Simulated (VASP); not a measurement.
# AlN (P6_3mc) in VASP: notebook

Runs on AlN. Level: PBE. Tasks: relaxation of cell and atoms.

Program: VASP 6.6.1. These are calculated values, not measurements. Logs are shortened: lines on timing, memory, paths and dates and some standing lists are left out, and cuts for length are marked.

### Step 1. The crystal as given

The structure is hexagonal, space group P6_3mc (No. 186). Conventional cell: a = 3.113 Å, b = 3.113 Å, c = 4.981 Å, α = 90.00°, β = 90.00°, γ = 120.00°. Around Al (site symmetry 3m) lie 4 N at 1.89 Å. N (site symmetry 3m) has 4 Al at 1.89 Å as nearest neighbours.

### Step 2. Relaxation of cell and atoms, PBE

Contents of INCAR:

```
ALGO     = Normal         # electronic algorithm
EDIFF    = 1E-7           # SCF threshold, eV
EDIFFG   = -0.002         # ionic threshold
ENCUT    = 900            # plane-wave cutoff, eV
GGA      = PE             # functional
IBRION   = 2              # ionic algorithm
ISIF     = 3              # what is computed and relaxed
ISMEAR   = 0              # smearing method
LASPH    = True           # aspherical terms in the spheres
LCHARG   = False          # write CHGCAR
LREAL    = False          # projectors in reciprocal space
LWAVE    = False          # write WAVECAR
NELM     = 80             # most SCF steps
NSW      = 80             # ionic steps
PREC     = Accurate       # precision mode
SIGMA    = 0.02           # smearing width, eV
```

Contents of KPOINTS:

```
k-points
0
Gamma
  12 12 6
```

Contents of POSCAR:

```
AlN
1.0
    3.1130000000      0.0000000000      0.0000000000
   -1.5565000000      2.6959370800      0.0000000000
    0.0000000000      0.0000000000      4.9810000000
Al N
2 2
Direct
    0.3333333300      0.6666666700      0.0000000000
    0.6666666700      0.3333333300      0.5000000000
    0.3333333300      0.6666666700      0.3800000000
    0.6666666700      0.3333333300      0.8800000000
```

Potentials or basis: VASP PAW PBE potentials, release 64 (Al, N_h).

The run is started by

```bash
> cat potpaw_PBE.64/Al/POTCAR potpaw_PBE.64/N_h/POTCAR > POTCAR
> mpirun -np 1 vasp_std > vasp.out
```

OUTCAR:

```text
EDIFF = 1E-7
   EDIFFG = -0.002
   ENCUT = 900
   GGA = PE
   IBRION = 2
   ISIF = 3
   ISMEAR = 0
   LASPH = True
   LREAL = False
   NELM = 80
   NSW = 80
   PREC = Accurate

 ion  position               nearest neighbor table
   1  0.333  0.667  0.000-   3 1.89   4 1.89   4 1.89   4 1.89   2 3.07   2 3.07   2 3.07   2 3.07
                             2 3.07   2 3.07
   2  0.667  0.333  0.500-   4 1.89   3 1.89   3 1.89   3 1.89   1 3.07   1 3.07   1 3.07   1 3.07
                             1 3.07   1 3.07
   3  0.333  0.667  0.380-   1 1.89   2 1.89   2 1.89   2 1.89
   4  0.667  0.333  0.880-   2 1.89   1 1.89   1 1.89   1 1.89

  LATTYP: Found a hexagonal cell.
 ALAT       =     3.1130000000
 C/A-ratio  =     1.6000642467

  Lattice vectors:

 A1 = (   3.1130000000,   0.0000000000,   0.0000000000)
 A2 = (  -1.5565000000,   2.6959370800,   0.0000000000)
 A3 = (   0.0000000000,   0.0000000000,   4.9810000000)

Analysis of symmetry for initial positions (statically):
=====================================================================
 Subroutine PRICEL returns:
 Original cell was already a primitive cell.

 Routine SETGRP: Setting up the symmetry group for a
 hexagonal supercell.

 Subroutine GETGRP returns: Found 12 space group operations
 (whereof  6 operations were pure point group operations)
 out of a pool of 24 trial point group operations.

The static configuration has the point symmetry C_3v.
 The point group associated with its full space group is C_6v.

Analysis of symmetry for dynamics (positions and initial velocities):
=====================================================================
 Subroutine PRICEL returns:
 Original cell was already a primitive cell.

 Routine SETGRP: Setting up the symmetry group for a
 hexagonal supercell.

 Subroutine GETGRP returns: Found 12 space group operations
 (whereof  6 operations were pure point group operations)
 out of a pool of 24 trial point group operations.

The dynamic configuration has the point symmetry C_3v.
 The point group associated with its full space group is C_6v.

 Subroutine INISYM returns: Found 12 space group operations
 (whereof  6 operations are pure point group operations),
 and found     1 'primitive' translations

----------------------------------------------------------------------------------------

                                     Primitive cell

  volume of cell :      41.8028

[... 115 lines left out ...]
  Thomas-Fermi vector in A             =   2.324754
   LORBIT       =      0    0 simple, 1 ext, 2 COOP (PROOUT), +10 PAW based schemes
   GGA     = PE    functional components
   LHFCALC =     F    Hartree Fock is set to
   AEXX    =    0.0000 exact exchange contribution
   IVDW    =     0    specifies the selected vdW correction
   LEPSILON=     F    determine dielectric tensor
   LRPA    =     F    only Hartree local field effects (RPA)
 conjugate gradient relaxation of ions
 non-spin polarized calculation
 Gauss-broadening in eV      SIGMA  =   0.02
  energy-cutoff  :      900.00
  volume of cell :       41.80
 maximum number of plane-waves:      2592
   NGX = 15   NGY = 15   NGZ = 25

--------------------------------------- Ionic step        1  -------------------------------------------

 number of electron      15.9999999 magnetization

 Free energy of the ion-electron system (eV)
  ---------------------------------------------------
  ext. energy  EPLUGINS =         0.00000000
  ---------------------------------------------------
  free energy    TOTEN  =       -29.78470746 eV

  energy without entropy =      -29.78470746  energy(sigma->0) =      -29.78470746

------------------------ aborting loop because EDIFF is reached ----------------------------------------

  FORCE on cell =-STRESS in cart. coord.  units (eV):
  Direction    XX          YY          ZZ          XY          YZ          ZX
  --------------------------------------------------------------------------------------
  -------------------------------------------------------------------------------------
  Total        0.7113514      0.7113514      1.1429045      0.0000000      0.0000000      0.0000000
  in kB       27.2639882     27.2639882     43.8041337      0.0000000      0.0000000      0.0000000
  external PRESSURE =      32.7773700 kB  Pullay stress =       0.0000000 kB
[... 253 lines left out ...]
--------------------------------------- Ionic step        8  -------------------------------------------

 number of electron      16.0000000 magnetization

 Free energy of the ion-electron system (eV)
  ---------------------------------------------------
  ext. energy  EPLUGINS =         0.00000000
  ---------------------------------------------------
  free energy    TOTEN  =       -29.79263941 eV

  energy without entropy =      -29.79263941  energy(sigma->0) =      -29.79263941

 E-fermi :   6.4096     XC(G=0): -10.8532

 val. band max:        6.3091649657   @ k =   0.0000   0.0000   0.0000
 cond. band min:      10.3765889166   @ k =   0.0000   0.0000   0.0000
 fundamental gap:      4.0674239510
 Fermi energy:         6.4096185040

 k-point     1 :       0.0000    0.0000    0.0000
  band No.  band energies     occupation
      1      -8.7751      2.00000
      2      -6.6846      2.00000
      3       0.3904      2.00000
      4       5.4629      2.00000
      5       5.4629      2.00000
      6       6.1064      2.00000
      7       6.1064      2.00000
      8       6.3092      2.00000
      9      10.3766      0.00000
     10      12.8409      0.00000
     11      16.7882      0.00000
     12      17.3548      0.00000
[... 331 lines left out ...]
 k-point    24 :       0.3333    0.0000    0.1667
  band No.  band energies     occupation
      1      -7.4791      2.00000
      2      -6.2826      2.00000
      3       1.4589      2.00000
      4       2.4085      2.00000
      5       3.0105      2.00000
      6       4.5659      2.00000
      7       5.5286      2.00000
      8       5.6625      2.00000
      9      12.0995      0.00000
     10      12.9153      0.00000
     11      14.6745      0.00000
     12      16.3607      0.00000

 [... further k-points ...]

------------------------ aborting loop because EDIFF is reached ----------------------------------------

  FORCE on cell =-STRESS in cart. coord.  units (eV):
  Direction    XX          YY          ZZ          XY          YZ          ZX
  --------------------------------------------------------------------------------------
  -------------------------------------------------------------------------------------
  Total       -0.0029172     -0.0029172     -0.0030501      0.0000000     -0.0000000     -0.0000000
  in kB       -0.1100505     -0.1100505     -0.1150611      0.0000000     -0.0000000     -0.0000000
  external PRESSURE =      -0.1117207 kB  Pullay stress =       0.0000000 kB
[... 19 lines left out ...]
  FREE ENERGIE OF THE ION-ELECTRON SYSTEM (eV)
  ---------------------------------------------------
  free  energy   TOTEN  =       -29.7926394113 eV

  energy  without entropy=      -29.7926394113  energy(sigma->0) =      -29.79263941

 reached required accuracy - stopping structural energy minimisation
```

Wall time 2.5 min (1 thread of AMD EPYC 9R45 (Zen 5), shared host); peak memory 0.22 GiB.

Results:

| Quantity | Value |
| --- | --- |
| Free energy | -29.7926 eV |
| Relaxed volume | 10.62 Å³/atom |
| Relaxed cell | a = 3.127 Å, b = 3.127 Å, c = 5.014 Å, α = 90.00°, β = 90.00°, γ = 120.00° |
| Space group after relaxing (to 0.05 Å) | P6_3mc (No. 186) |
| Energy gained by relaxing | 2.0 meV/atom |
| Ionic steps | 8 |
| Pressure after relaxing | 0.0 GPa |
| Band gap on the k mesh | 4.07 eV, direct |

Step by step:
| step | energy change (eV) | largest force (eV/Å) | pressure (GPa) | volume (Å³) |
| --- | --- | --- | --- | --- |
| 1 | 0.0000 | 0.1290 | 3.28 | 41.80 |
| 2 | -0.0012 | 0.0916 | -2.86 | 43.11 |
| 3 | -0.0079 | 0.0055 | 0.00 | 42.47 |
| 4 | -0.0079 | 0.0082 | 0.05 | 42.46 |
| 5 | -0.0079 | 0.0059 | 0.05 | 42.46 |
| 6 | -0.0079 | 0.0039 | 0.05 | 42.46 |
| 7 | -0.0079 | 0.0036 | -0.05 | 42.48 |
| 8 | -0.0079 | 0.0002 | -0.01 | 42.47 |

Final structure:
```cif
data_structure
_symmetry_space_group_name_H-M 'P 1'
_symmetry_Int_Tables_number 1
_cell_length_a 3.1275
_cell_length_b 3.1275
_cell_length_c 5.0138
_cell_angle_alpha 90.000
_cell_angle_beta 90.000
_cell_angle_gamma 120.000
_cell_volume 42.47
loop_
_atom_site_label
_atom_site_type_symbol
_atom_site_fract_x
_atom_site_fract_y
_atom_site_fract_z
_atom_site_occupancy
Al1 Al 0.33333 0.66667 0.99923 1
Al2 Al 0.66667 0.33333 0.49923 1
N1 N 0.33333 0.66667 0.38077 1
N2 N 0.66667 0.33333 0.88077 1
```

Caveat: the cutoff is under 1.25 times the usual one of these potentials, so pressure, stress and relaxed cells hold a basis-set (Pulay) error. PBE usually gives volumes a little too large and moduli too small.

### Step 3. Relaxation of cell and atoms, PBE

This run uses another cell than the first one, of 10.62 Å³/atom, 1.016 times its volume.

INCAR is that of step 2.

KPOINTS is that of step 2.

Contents of POSCAR:

```
AlN                                     
1.0
    3.1274873079      0.0000000000      0.0000000000
   -1.5637436539      2.7084834566     -0.0000000000
    0.0000000000      0.0000000000      5.0138069846
  Al              N             
     2     2
Direct
     0.3333333300000021    0.6666666699999979    0.9992330718826842
     0.6666666699999979    0.3333333300000021    0.4992330718826843
     0.3333333300000021    0.6666666699999979    0.3807669281173182
     0.6666666699999979    0.3333333300000021    0.8807669281173184
```

Potentials or basis: VASP PAW PBE potentials, release 64 (Al, N_h).

The run is started by

```bash
> cat potpaw_PBE.64/Al/POTCAR potpaw_PBE.64/N_h/POTCAR > POTCAR
> mpirun -np 1 vasp_std > vasp.out
```

Run time: 73 s. Hardware: 1 thread of AMD EPYC 9R45 (Zen 5), shared host; peak memory 0.24 GiB.

It converged, with:

```
Free energy                            : -29.7940 eV
Relaxed volume                         : 10.62 Å³/atom
Relaxed cell                           : a = 3.128 Å, b = 3.128 Å, c = 5.014 Å, α = 90.00°, β = 90.00°, γ = 120.00°
Space group after relaxing (to 0.05 Å) : P6_3mc (No. 186)
Energy gained by relaxing              : 0.0 meV/atom
Ionic steps                            : 3
Pressure after relaxing                : 0.0 GPa
Band gap on the k mesh                 : 4.07 eV, direct
```

Final structure:
```xyz
4
Lattice="3.1277 0.0000 0.0000 -1.5639 2.7087 0.0000 0.0000 0.0000 5.0143" Properties=species:S:1:pos:R:3 pbc="T T T"
Al    0.0000    1.8058    5.0104
Al    1.5639    0.9029    2.5033
N     0.0000    1.8058    1.9093
N     1.5639    0.9029    4.4164
```

Levels at points of the mesh, in eV from the valence-band top:
| k point | band 5 | band 6 | band 7 | band 8 | band 9 | band 10 | band 11 | band 12 |
| --- | --- | --- | --- | --- | --- | --- | --- | --- |
| (0.00, 0.00, 0.00) | -0.85 | -0.20 | -0.20 | 0.00 | 4.07 | 6.53 | 10.48 | 11.04 |
| (0.50, 0.00, 0.00) | -3.30 | -2.06 | -1.75 | -0.68 | 5.77 | 5.77 | 8.04 | 10.16 |
| (0.00, 0.00, 0.50) | -0.53 | -0.53 | -0.53 | -0.53 | 6.33 | 6.33 | 10.19 | 10.19 |
| (0.50, 0.00, 0.50) | -1.44 | -1.44 | -1.35 | -1.35 | 5.25 | 5.25 | 9.16 | 9.16 |

Caveat: the cutoff is under 1.25 times the usual one of these potentials, so pressure, stress and relaxed cells hold a basis-set (Pulay) error.
